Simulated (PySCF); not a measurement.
Runs of PySCF 2.14.0 on CdTe. Symmetry: F-43m, No. 216, cubic system. Conventional cell: a = 6.410 Å, b = 6.410 Å, c = 6.410 Å, α = 90.00°, β = 90.00°, γ = 90.00°. Te (site symmetry -43m) has 4 Cd at 2.78 Å as nearest neighbours. Cd (site symmetry -43m) is surrounded by 4 Te at 2.78 Å. 

| task | level | potentials or basis | k mesh | smearing | density cutoff | potentials | conv_tol | max_cycle | exxdiv | mesh quality | gap on the mesh (eV) |
| --- | --- | --- | --- | --- | --- | --- | --- | --- | --- | --- | --- |
| atomic charges | B3LYP | DZVP-MOLOPT-HYB/GTH-HYB (UZH) (potentials made for PBE0) | 2 × 2 × 2 | fixed | 75 Ha | Cd GTH-HYB-q12, Te GTH-HYB-q6 | 1e-07 Ha | 60 | ewald | coarse | (a) |
| excitation energies (Tamm-Dancoff) | HF | DZVP-MOLOPT-HYB/GTH-HYB (UZH) (potentials made for PBE0) | 2 × 2 × 2 | fixed | 75 Ha | Cd GTH-HYB-q12, Te GTH-HYB-q6 | 1e-08 Ha | 60 | ewald | coarse | 7.90 |
| EOM-CCSD ionisation and attachment energies | HF | DZVP-MOLOPT-HYB/GTH-HYB (UZH) (potentials made for PBE0) | 1 × 1 × 1 | fixed | 75 Ha | Cd GTH-HYB-q12, Te GTH-HYB-q6 | 1e-08 Ha | 60 | ewald | coarse | 9.82 |
| density of states | PBE | DZVP-MOLOPT-SR/GTH-PBE (potentials made for PBE) | 7 × 7 × 7 | fermi-dirac 0.05 eV | 78 Ha | Cd GTH-PBE-q12, Te GTH-PBE-q6 | 1e-07 Ha | 60 | - | not flagged | 0.98 |
| band structure | PBEsol | DZVP-MOLOPT-SR/GTH-PBE (potentials made for PBE) | 2 × 2 × 2 | fermi-dirac 0.05 eV | 78 Ha | Cd GTH-PBE-q12, Te GTH-PBE-q6 | 1e-07 Ha | 60 | - | coarse | (b) |
| density of states | PBEsol | DZVP-MOLOPT-SR/GTH-PBE (potentials made for PBE) | 7 × 7 × 7 | fermi-dirac 0.05 eV | 78 Ha | Cd GTH-PBE-q12, Te GTH-PBE-q6 | 1e-07 Ha | 60 | - | not flagged | 0.82 |
| atomic charges | PBEsol | DZVP-MOLOPT-HYB/GTH-HYB (UZH) (potentials made for PBE0) | 2 × 2 × 2 | fixed | 75 Ha | Cd GTH-HYB-q12, Te GTH-HYB-q6 | 1e-07 Ha | 60 | - | coarse | 0.69 |
| atomic charges | r2SCANh | DZVP-MOLOPT-HYB/GTH-HYB (UZH) (potentials made for PBE0) | 2 × 2 × 2 | fixed | 75 Ha | Cd GTH-HYB-q12, Te GTH-HYB-q6 | 1e-07 Ha | 60 | ewald | coarse | 1.67 |

Alike in all rows: no spin polarisation; cell as given.

Task: Estimate the missing entries.

Result: (a) 2.22; (b) 0.70.

Caveats: some runs use coarse meshes; spin-orbit coupling is left out, which moves the levels of the heavy elements; the basis of atomic orbitals isn't converged, which shifts pressures, moduli and gaps; on so small a mesh gaps with full-range exact exchange can be off by tenths of an eV to over 1 eV (some runs); an odd mesh through Γ misses points on the zone boundary, where band edges often lie (some runs); mesh and basis are far too small for converged many-body values: gaps can be off by tenths of an eV to over 1 eV, and much correlation energy is missing (some runs); the iterative solver can pass over a root and still report convergence (some runs).

A k mesh can miss the band edges, and the runs leave out spin-orbit coupling on Cd, Te.

Not every run made on this cell is shown here.
